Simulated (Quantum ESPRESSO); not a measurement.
# GaAs (F-43m) in Quantum ESPRESSO: further runs

The runs below take GaAs through dielectric tensor, with LDA, PBE, PBEsol, WC, BLYP, AM05.

Everything below comes from runs of Quantum ESPRESSO 7.5. Logs are shortened: lines on timing, memory, paths and dates and some standing lists are left out, and cuts for length are marked.

**The experiment to reproduce.**

From a printed reference work, textbook, for a bulk crystal of GaAs at 300 K: high-frequency dielectric constant 10.89.

The results are compared with them further down.

## 1. Starting point

Symmetry: F-43m, No. 216, cubic system. Conventional cell: a = 5.654 Å, b = 5.654 Å, c = 5.654 Å, α = 90.00°, β = 90.00°, γ = 90.00°. Around As (site symmetry -43m) lie 4 Ga at 2.45 Å. Around Ga (site symmetry -43m) lie 4 As at 2.45 Å.

## 2. Dielectric tensor, LDA

Contents of pw.in:

```
&CONTROL
  calculation = 'scf'
  prefix = 'pwscf'
  outdir = './tmp'
  pseudo_dir = './pseudo'
  tprnfor = .true.
  tstress = .true.
  disk_io = 'low'
/
&SYSTEM
  ibrav = 0
  nat = 2
  ntyp = 2
  ecutwfc = 80
  nbnd = 21
  occupations = 'smearing'
  smearing = 'fd'
  degauss = 0.00367493
/
&ELECTRONS
  conv_thr = 4d-10
  electron_maxstep = 120
  mixing_beta = 0.5
/
ATOMIC_SPECIES
As    74.9216 As.upf
Ga    69.7230 Ga.upf
CELL_PARAMETERS bohr
   0.0000000000    5.3419722954    5.3419722954
   5.3419722954    0.0000000000    5.3419722954
   5.3419722954    5.3419722954    0.0000000000
ATOMIC_POSITIONS bohr
As     8.0129584431    8.0129584431    8.0129584431
Ga     0.0000000000    0.0000000000    0.0000000000
K_POINTS automatic
6 6 6 1 1 1
```

Contents of gamma.in:

```
&CONTROL
  calculation = 'bands'
  prefix = 'pwscf'
  outdir = './tmp'
  pseudo_dir = './pseudo'
  disk_io = 'low'
  verbosity = 'high'
/
&SYSTEM
  ibrav = 0
  nat = 2
  ntyp = 2
  ecutwfc = 80
  nbnd = 21
  occupations = 'smearing'
  smearing = 'fd'
  degauss = 0.00367493
/
&ELECTRONS
  conv_thr = 1d-08
  electron_maxstep = 120
  mixing_beta = 0.5
  diago_full_acc = .true.
  startingwfc = 'random'
/
ATOMIC_SPECIES
As    74.9216 As.upf
Ga    69.7230 Ga.upf
CELL_PARAMETERS bohr
   0.0000000000    5.3419722954    5.3419722954
   5.3419722954    0.0000000000    5.3419722954
   5.3419722954    5.3419722954    0.0000000000
ATOMIC_POSITIONS bohr
As     8.0129584431    8.0129584431    8.0129584431
Ga     0.0000000000    0.0000000000    0.0000000000
K_POINTS crystal
1
0.0 0.0 0.0 1
```

Contents of scf2.in:

```
&CONTROL
  calculation = 'scf'
  prefix = 'pwscf'
  outdir = './tmp'
  pseudo_dir = './pseudo'
  tprnfor = .true.
  tstress = .true.
  disk_io = 'low'
/
&SYSTEM
  ibrav = 0
  nat = 2
  ntyp = 2
  ecutwfc = 80
  nbnd = 21
  occupations = 'fixed'
/
&ELECTRONS
  conv_thr = 1d-13
  electron_maxstep = 120
  mixing_beta = 0.5
  startingpot = 'file'
/
ATOMIC_SPECIES
As    74.9216 As.upf
Ga    69.7230 Ga.upf
CELL_PARAMETERS bohr
   0.0000000000    5.3419722954    5.3419722954
   5.3419722954    0.0000000000    5.3419722954
   5.3419722954    5.3419722954    0.0000000000
ATOMIC_POSITIONS bohr
As     8.0129584431    8.0129584431    8.0129584431
Ga     0.0000000000    0.0000000000    0.0000000000
K_POINTS automatic
6 6 6 1 1 1
```

Contents of ph.in:

```
dielectric of GaAs
&INPUTPH
  prefix = 'pwscf'
  outdir = './tmp'
  tr2_ph = 1d-18
  fildyn = 'dyn'
  niter_ph = 90
  alpha_mix(1) = 0.7
  epsil = .true.
  trans = .false.
  zeu = .true.
/
0.0000000000 0.0000000000 0.0000000000
```

Potentials or basis: PseudoDojo 0.4.1 SR LDA standard.

The run is started by

```sh
OMP_NUM_THREADS=1 pw.x -in pw.in > pw.out
OMP_NUM_THREADS=1 pw.x -in gamma.in > gamma.out
OMP_NUM_THREADS=1 pw.x -in scf2.in > scf2.out
OMP_NUM_THREADS=1 ph.x -in ph.in > ph.out
```

pw.out:

```text
This program is part of the open-source Quantum ESPRESSO suite
     for quantum simulation of materials; please cite
[... 9 lines left out ...]
     --------------------
     sticks:   dense  smooth     PW     G-vecs:    dense   smooth      PW
     Sum        1261    1261    379                29603    29603    4813

     Using Slab Decomposition

     bravais-lattice index     =            0
     lattice parameter (alat)  =       7.5547  a.u.
     unit-cell volume          =     304.8842 (a.u.)^3
     number of atoms/cell      =            2
     number of atomic types    =            2
     number of electrons       =        28.00
     number of Kohn-Sham states=           21
     kinetic-energy cutoff     =      80.0000  Ry
     charge density cutoff     =     320.0000  Ry
     scf convergence threshold =      4.0E-10
     mixing beta               =       0.5000
     number of iterations used =            8  plain     mixing
     Exchange-correlation= SLA  PW   NOGX NOGC
                           (   1   4   0   0   0   0   0)

     celldm(1)=   7.554690  celldm(2)=   0.000000  celldm(3)=   0.000000
     celldm(4)=   0.000000  celldm(5)=   0.000000  celldm(6)=   0.000000

     crystal axes: (cart. coord. in units of alat)
               a(1) = (   0.000000   0.707107   0.707107 )
               a(2) = (   0.707107   0.000000   0.707107 )
               a(3) = (   0.707107   0.707107   0.000000 )

     reciprocal axes: (cart. coord. in units 2 pi/alat)
               b(1) = ( -0.707107  0.707107  0.707107 )
               b(2) = (  0.707107 -0.707107  0.707107 )
               b(3) = (  0.707107  0.707107 -0.707107 )

     PseudoPot. # 1 for As read from file:
     As.upf
     Pseudo is Norm-conserving + core correction, Zval = 15.0
     Generated using ONCVPSP code by D. R. Hamann
     Using radial grid of 1326 points,  6 beta functions with:
                l(1) =   0
                l(2) =   0
                l(3) =   1
                l(4) =   1
                l(5) =   2
                l(6) =   2

     PseudoPot. # 2 for Ga read from file:
     Ga.upf
     Pseudo is Norm-conserving + core correction, Zval = 13.0
     Generated using ONCVPSP code by D. R. Hamann
     Using radial grid of 1858 points,  6 beta functions with:
                l(1) =   0
                l(2) =   0
                l(3) =   1
                l(4) =   1
                l(5) =   2
                l(6) =   2

     atomic species   valence    mass     pseudopotential
     As               15.00    74.92160     As( 1.00)
     Ga               13.00    69.72300     Ga( 1.00)

     24 Sym. Ops. (no inversion) found

   Cartesian axes

     site n.     atom                  positions (alat units)
         1        As     tau(   1) = (   1.0606602   1.0606602   1.0606602  )
         2        Ga     tau(   2) = (   0.0000000   0.0000000   0.0000000  )

     number of k points=    28  Fermi-Dirac smearing, width (Ry)=  0.0037
                       cart. coord. in units 2pi/alat
        k(    1) = (   0.0589256   0.0589256   0.0589256), wk =   0.0185185
        k(    2) = (   0.1767767   0.1767767  -0.0589256), wk =   0.0555556
        k(    3) = (   0.2946278   0.2946278  -0.1767767), wk =   0.0555556
        k(    4) = (  -0.2946278  -0.2946278   0.4124790), wk =   0.0555556
        k(    5) = (  -0.1767767  -0.1767767   0.2946278), wk =   0.0555556
        k(    6) = (  -0.0589256  -0.0589256   0.1767767), wk =   0.0555556
[... 20 lines left out ...]
        k(   27) = (   0.2946278   0.2946278   0.2946278), wk =   0.0185185
        k(   28) = (  -0.2946278  -0.2946278   0.8838835), wk =   0.0555556

     Dense  grid:    29603 G-vectors     FFT dimensions: (  45,  45,  45)

     Initial potential from superposition of free atoms

     starting charge      27.9977, renormalised to      28.0000
     Starting wfcs are   18 randomized atomic wfcs +    3 random wfcs

     Self-consistent Calculation

     iteration #  1     ecut=    80.00 Ry     beta= 0.50
     Davidson diagonalization with overlap
     ethr =  1.00E-02,  avg # of iterations =  5.4

     Threshold (ethr) on eigenvalues was too large:
     Diagonalizing with lowered threshold

     Davidson diagonalization with overlap
     ethr =  1.65E-04,  avg # of iterations =  3.2

     total energy              =    -364.71928152 Ry
     estimated scf accuracy    <       0.04636319 Ry

     iteration #  2     ecut=    80.00 Ry     beta= 0.50
     Davidson diagonalization with overlap
     ethr =  1.66E-04,  avg # of iterations =  2.0
[... 36 lines left out ...]
     total energy              =    -364.72436536 Ry
     estimated scf accuracy    <          1.8E-09 Ry

     iteration #  8     ecut=    80.00 Ry     beta= 0.50
     Davidson diagonalization with overlap
     ethr =  6.35E-12,  avg # of iterations =  2.0

     End of self-consistent calculation

          k = 0.0589 0.0589 0.0589 (  3701 PWs)   bands (ev):

   -26.8442 -26.8442 -26.8442 -26.8338 -26.8338  -6.4250  -6.4172  -6.4172
    -6.3405  -6.3405  -4.2209   7.1909   8.3687   8.3687   9.6856  12.3118
    12.3462  12.3462  16.3213  18.1275  18.1275

          k = 0.1768 0.1768-0.0589 (  3686 PWs)   bands (ev):

   -26.8441 -26.8439 -26.8438 -26.8339 -26.8337  -6.4521  -6.4109  -6.4080
    -6.3423  -6.3392  -3.8048   5.1016   7.2713   8.1524  10.4340  12.6795
    12.6994  13.8176  16.8555  17.4927  18.1822
[... 79 lines left out ...]
          k =-0.6482 0.0589 0.0589 (  3682 PWs)   bands (ev):

   -26.8449 -26.8425 -26.8424 -26.8343 -26.8329  -6.5266  -6.3734  -6.3715
    -6.3633  -6.3291  -1.8887   1.7403   5.5600   5.8776   9.9738  10.5136
    17.6552  17.9647  19.1363  21.2883  21.3100

          k =-0.5303 0.1768-0.0589 (  3686 PWs)   bands (ev):

   -26.8445 -26.8430 -26.8427 -26.8341 -26.8332  -6.5122  -6.3853  -6.3801
    -6.3553  -6.3324  -2.3031   2.3426   5.3658   6.0954  10.8211  11.9322
    14.6819  16.6741  18.6184  20.3704  21.6780

          k =-0.4125 0.0589 0.0589 (  3667 PWs)   bands (ev):

   -26.8446 -26.8431 -26.8431 -26.8341 -26.8333  -6.4949  -6.3899  -6.3890
    -6.3543  -6.3329  -3.0367   3.5536   6.3471   6.5359  10.4094  11.5455
    14.9875  15.5435  17.0610  20.0914  20.4263
[... 55 lines left out ...]
          k =-0.2946-0.2946 0.8839 (  3685 PWs)   bands (ev):

   -26.8439 -26.8434 -26.8432 -26.8337 -26.8335  -6.5023  -6.3956  -6.3923
    -6.3413  -6.3378  -2.3599   1.9443   5.6303   7.0052  10.7249  12.9646
    13.9950  16.3215  17.8639  18.8710  19.4972

     the Fermi energy is     8.8958 ev

!    total energy              =    -364.72436536 Ry
     estimated scf accuracy    <          1.5E-10 Ry
     smearing contrib. (-TS)   =      -0.00000008 Ry
     internal energy E=F+TS    =    -364.72436528 Ry

     The total energy is F=E-TS. E is the sum of the following terms:
     one-electron contribution =    -193.13805783 Ry
     hartree contribution      =     114.68248392 Ry
     xc contribution           =     -87.91595760 Ry
     ewald contribution        =    -198.35283378 Ry

     convergence has been achieved in   8 iterations

     Forces acting on atoms (cartesian axes, Ry/au):

     atom    1 type  1   force =     0.00000000    0.00000000    0.00000000
     atom    2 type  2   force =     0.00000000    0.00000000   -0.00000000

     Total force =     0.000000     Total SCF correction =     0.000000

     Computing stress (Cartesian axis) and pressure

          total   stress  (Ry/bohr**3)                   (kbar)     P=      -20.81
  -0.00014148  -0.00000000   0.00000000          -20.81       -0.00        0.00
  -0.00000000  -0.00014148   0.00000000           -0.00      -20.81        0.00
   0.00000000  -0.00000000  -0.00014148            0.00       -0.00      -20.81

=------------------------------------------------------------------------------=
   JOB DONE.
=------------------------------------------------------------------------------=
```

It took 7 min on 1 thread of Arm Neoverse V2, shared host; peak memory 0.09 GiB.

Results:

| Quantity | Value |
| --- | --- |
| Free energy | -4962.3278 eV |
| Pressure | -2.1 GPa |
| Electronic dielectric tensor (diagonal) | 15.02 |
| Born charges (mean of the diagonal) | As -2.15; Ga +2.11 e |

Electronic dielectric tensor:
```
15.02  0.00  0.00
 0.00 15.02  0.00
 0.00  0.00 15.02
```

Born effective charge tensors (e):
atom 1, As
```
-2.15  0.00  0.00
 0.00 -2.15  0.00
 0.00  0.00 -2.15
```
atom 2, Ga
```
2.11 0.00 0.00
0.00 2.11 0.00
0.00 0.00 2.11
```

Caveat: the mesh is thin for the dielectric tensor, Born charges and intensities, which usually come out too large; the gap on the mesh is small and may close between mesh points, in which case fixed occupations spoil the response.

## 3. Dielectric tensor, PBE

Changes to pw.in since step 2:

```diff
@@ -13,3 +13,3 @@
   ntyp = 2
-  ecutwfc = 80
+  ecutwfc = 84
   nbnd = 21
```

Changes to gamma.in since step 2:

```diff
@@ -12,3 +12,3 @@
   ntyp = 2
-  ecutwfc = 80
+  ecutwfc = 84
   nbnd = 21
```

Changes to scf2.in since step 2:

```diff
@@ -13,3 +13,3 @@
   ntyp = 2
-  ecutwfc = 80
+  ecutwfc = 84
   nbnd = 21
```

ph.in is that of step 2.

Potentials or basis: PseudoDojo 0.4.1 SR PBE standard.

The run is started by

```sh
OMP_NUM_THREADS=1 pw.x -in pw.in > pw.out
OMP_NUM_THREADS=1 pw.x -in gamma.in > gamma.out
OMP_NUM_THREADS=1 pw.x -in scf2.in > scf2.out
OMP_NUM_THREADS=1 ph.x -in ph.in > ph.out
```

pw.out:

```text
This program is part of the open-source Quantum ESPRESSO suite
     for quantum simulation of materials; please cite
[... 9 lines left out ...]
     --------------------
     sticks:   dense  smooth     PW     G-vecs:    dense   smooth      PW
     Sum        1333    1333    379                31775    31775    5029

     Using Slab Decomposition

     bravais-lattice index     =            0
     lattice parameter (alat)  =       7.5547  a.u.
     unit-cell volume          =     304.8842 (a.u.)^3
     number of atoms/cell      =            2
     number of atomic types    =            2
     number of electrons       =        28.00
     number of Kohn-Sham states=           21
     kinetic-energy cutoff     =      84.0000  Ry
     charge density cutoff     =     336.0000  Ry
     scf convergence threshold =      4.0E-10
     mixing beta               =       0.5000
     number of iterations used =            8  plain     mixing
     Exchange-correlation= PBE
                           (   1   4   3   4   0   0   0)

     celldm(1)=   7.554690  celldm(2)=   0.000000  celldm(3)=   0.000000
     celldm(4)=   0.000000  celldm(5)=   0.000000  celldm(6)=   0.000000

     crystal axes: (cart. coord. in units of alat)
               a(1) = (   0.000000   0.707107   0.707107 )
               a(2) = (   0.707107   0.000000   0.707107 )
               a(3) = (   0.707107   0.707107   0.000000 )

     reciprocal axes: (cart. coord. in units 2 pi/alat)
               b(1) = ( -0.707107  0.707107  0.707107 )
               b(2) = (  0.707107 -0.707107  0.707107 )
               b(3) = (  0.707107  0.707107 -0.707107 )

     PseudoPot. # 1 for As read from file:
     As.upf
     Pseudo is Norm-conserving + core correction, Zval = 15.0
     Generated using ONCVPSP code by D. R. Hamann
     Using radial grid of 1358 points,  6 beta functions with:
                l(1) =   0
                l(2) =   0
                l(3) =   1
                l(4) =   1
                l(5) =   2
                l(6) =   2

     PseudoPot. # 2 for Ga read from file:
     Ga.upf
     Pseudo is Norm-conserving + core correction, Zval = 13.0
     Generated using ONCVPSP code by D. R. Hamann
     Using radial grid of 1902 points,  6 beta functions with:
                l(1) =   0
                l(2) =   0
                l(3) =   1
                l(4) =   1
                l(5) =   2
                l(6) =   2

     atomic species   valence    mass     pseudopotential
     As               15.00    74.92160     As( 1.00)
     Ga               13.00    69.72300     Ga( 1.00)

     24 Sym. Ops. (no inversion) found

   Cartesian axes

     site n.     atom                  positions (alat units)
         1        As     tau(   1) = (   1.0606602   1.0606602   1.0606602  )
         2        Ga     tau(   2) = (   0.0000000   0.0000000   0.0000000  )

     number of k points=    28  Fermi-Dirac smearing, width (Ry)=  0.0037
                       cart. coord. in units 2pi/alat
        k(    1) = (   0.0589256   0.0589256   0.0589256), wk =   0.0185185
        k(    2) = (   0.1767767   0.1767767  -0.0589256), wk =   0.0555556
        k(    3) = (   0.2946278   0.2946278  -0.1767767), wk =   0.0555556
        k(    4) = (  -0.2946278  -0.2946278   0.4124790), wk =   0.0555556
        k(    5) = (  -0.1767767  -0.1767767   0.2946278), wk =   0.0555556
        k(    6) = (  -0.0589256  -0.0589256   0.1767767), wk =   0.0555556
[... 20 lines left out ...]
        k(   27) = (   0.2946278   0.2946278   0.2946278), wk =   0.0185185
        k(   28) = (  -0.2946278  -0.2946278   0.8838835), wk =   0.0555556

     Dense  grid:    31775 G-vectors     FFT dimensions: (  45,  45,  45)

     Initial potential from superposition of free atoms

     starting charge      27.9971, renormalised to      28.0000
     Starting wfcs are   18 randomized atomic wfcs +    3 random wfcs

     Self-consistent Calculation

     iteration #  1     ecut=    84.00 Ry     beta= 0.50
     Davidson diagonalization with overlap
     ethr =  1.00E-02,  avg # of iterations =  5.5

     Threshold (ethr) on eigenvalues was too large:
     Diagonalizing with lowered threshold

     Davidson diagonalization with overlap
     ethr =  1.71E-04,  avg # of iterations =  3.4

     total energy              =    -365.12319036 Ry
     estimated scf accuracy    <       0.04799790 Ry
[... 50 lines left out ...]
     iteration #  9     ecut=    84.00 Ry     beta= 0.50
     Davidson diagonalization with overlap
     ethr =  2.81E-12,  avg # of iterations =  2.2

     End of self-consistent calculation

          k = 0.0589 0.0589 0.0589 (  3915 PWs)   bands (ev):

   -26.4175 -26.4175 -26.4175 -26.4080 -26.4080  -6.0178  -6.0098  -6.0098
    -5.9341  -5.9341  -3.8468   7.5860   8.6851   8.6851  10.1565  12.6980
    12.7125  12.7125  16.8712  18.4256  18.4256
[... 87 lines left out ...]
   -26.4183 -26.4158 -26.4158 -26.4085 -26.4071  -6.1200  -5.9658  -5.9638
    -5.9568  -5.9226  -1.5077   2.1225   5.8903   6.2017  10.3992  10.9306
    18.1031  18.3853  19.6293  21.6000  21.7590

          k =-0.5303 0.1768-0.0589 (  3973 PWs)   bands (ev):

   -26.4179 -26.4163 -26.4161 -26.4083 -26.4073  -6.1057  -5.9777  -5.9726
    -5.9488  -5.9259  -1.9238   2.7274   5.7051   6.4233  11.2360  12.3475
    15.0954  17.0746  19.0664  20.7843  22.0411

          k =-0.4125 0.0589 0.0589 (  3977 PWs)   bands (ev):
[... 61 lines left out ...]
   -26.4172 -26.4167 -26.4165 -26.4079 -26.4077  -6.0958  -5.9882  -5.9849
    -5.9346  -5.9312  -1.9807   2.3216   5.9801   7.3262  11.1576  13.3681
    14.3582  16.7710  18.3135  19.2135  19.9470

     the Fermi energy is     9.2898 ev

!    total energy              =    -365.12932674 Ry
     estimated scf accuracy    <          5.3E-12 Ry
     smearing contrib. (-TS)   =      -0.00000002 Ry
     internal energy E=F+TS    =    -365.12932672 Ry

     The total energy is F=E-TS. E is the sum of the following terms:
     one-electron contribution =    -192.05336315 Ry
     hartree contribution      =     114.71807828 Ry
     xc contribution           =     -89.44120808 Ry
     ewald contribution        =    -198.35283378 Ry

     convergence has been achieved in   9 iterations

     Forces acting on atoms (cartesian axes, Ry/au):

     atom    1 type  1   force =    -0.00000000   -0.00000000    0.00000000
     atom    2 type  2   force =     0.00000000   -0.00000000   -0.00000000

     Total force =     0.000000     Total SCF correction =     0.000000

     Computing stress (Cartesian axis) and pressure

          total   stress  (Ry/bohr**3)                   (kbar)     P=       34.07
   0.00023160  -0.00000000  -0.00000000           34.07       -0.00       -0.00
  -0.00000000   0.00023160  -0.00000000           -0.00       34.07       -0.00
   0.00000000  -0.00000000   0.00023160            0.00       -0.00       34.07

=------------------------------------------------------------------------------=
   JOB DONE.
=------------------------------------------------------------------------------=
```

scf2.out:

```text
This program is part of the open-source Quantum ESPRESSO suite
     for quantum simulation of materials; please cite
[... 9 lines left out ...]
     --------------------
     sticks:   dense  smooth     PW     G-vecs:    dense   smooth      PW
     Sum        1333    1333    379                31775    31775    5029
[... 317 lines left out ...]
   0.00023163  -0.00000000  -0.00000000           34.07       -0.00       -0.00
  -0.00000000   0.00023163  -0.00000000           -0.00       34.07       -0.00
  -0.00000000  -0.00000000   0.00023163           -0.00       -0.00       34.07

=------------------------------------------------------------------------------=
   JOB DONE.
=------------------------------------------------------------------------------=
```

It took 7.6 min on 1 thread of Arm Neoverse V2, shared host; peak memory 0.09 GiB.

What came out:

| Quantity | Value |
| --- | --- |
| Free energy | -4967.8376 eV |
| Pressure | 3.4 GPa |
| Electronic dielectric tensor (diagonal) | 13.83 |
| Born charges (mean of the diagonal) | As -2.14; Ga +2.11 e |

Levels at points of the mesh, in eV from the valence-band top:
```
           k point  band 12  band 13  band 14  band 15  band 16  band 17
(0.08, 0.08, 0.08)    -1.10     0.00     0.00     1.47     4.01     4.03
```

Electronic dielectric tensor:
```
13.83  0.00  0.00
 0.00 13.83  0.00
 0.00  0.00 13.83
```

Born effective charge tensors (e):
atom 1, As
```
-2.14  0.00  0.00
 0.00 -2.14  0.00
 0.00  0.00 -2.14
```
atom 2, Ga
```
2.11 0.00 0.00
0.00 2.11 0.00
0.00 0.00 2.11
```

Caveat: the mesh is thin for the dielectric tensor, Born charges and intensities, which usually come out too large; the cell is more than 3 GPa from zero pressure, which shifts response properties.

(Continued in part 2 of 3.)
